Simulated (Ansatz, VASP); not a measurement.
**One calculation of KBr, two programs**

Contents of INCAR:

```
SYSTEM = KBr
PREC = Accurate
ENCUT = 520
EDIFF = 1E-6
ISMEAR = 0
SIGMA = 0.05
LREAL = .FALSE.
LASPH = .TRUE.
NELM = 100
ALGO = Normal
ISIF = 2
LWAVE = .FALSE.
LCHARG = .FALSE.
GGA = PS
NBANDS = 15
```

The input KPOINTS:

```
Automatic mesh
0
G
  8 8 8
  0 0 0
```

The input POSCAR:

```
KBr
1.0
   -0.7135313725      2.9771481404      2.9771481404
    2.9771481404     -0.7135313725      2.9771481404
    2.9771481404      2.9771481404     -0.7135313725
K Br
1 1
Direct
    0.0000000000      0.0000000000      0.0000000000
    0.5000000000      0.5000000000      0.5000000000
```

Input for Ansatz:

```yaml
crystal:
  lattice:
    - [-0.7135313725, 2.9771481404, 2.9771481404]
    - [2.9771481404, -0.7135313725, 2.9771481404]
    - [2.9771481404, 2.9771481404, -0.7135313725]
  atoms:
    - { symbol: K, position: [0.0, 0.0, 0.0] }
    - { symbol: Br, position: [0.5, 0.5, 0.5] }
basis:
  ecutwfc: 420
kpoints:
  mp_grid: { grid: [8, 8, 8] }
hamiltonian:
  xc: pbesol
scf:
  occupations: { method: gaussian, width: 0.05 }
output:
  forces: true
  stress: true
  eigenvalues: true
```

Alike in both runs: task single point; functional PBEsol; k mesh 8 × 8 × 8; occupations gaussian, width 0.05 eV; no spin polarisation.

```csv
,VASP,Ansatz
version,VASP 6.6.1,Ansatz 0.2.0
potentials or method,"VASP PAW PBE potentials, release 64 (K_sv, Br)","scalar-relativistic, plane waves, PAW"
plane-wave cutoff (eV),520,420
valence electrons in the cell,16,16
```

```csv
,VASP,Ansatz,Ansatz less VASP
gap on the k mesh at the Fermi level (eV),3.74,3.74,+0.002
least direct gap on the mesh (eV),3.74,3.74,+0.002
pressure (GPa),-0.9,-1.0,-0.04
largest component of the traceless stress (GPa),0.44,0.45,+0.008
```

With one functional, cell and mesh, what is left measures potentials, basis and numerics.

Caveats: the PAW data sets were made with another functional, which shifts forces and pressure a little (VASP). A k mesh can miss the band edges.
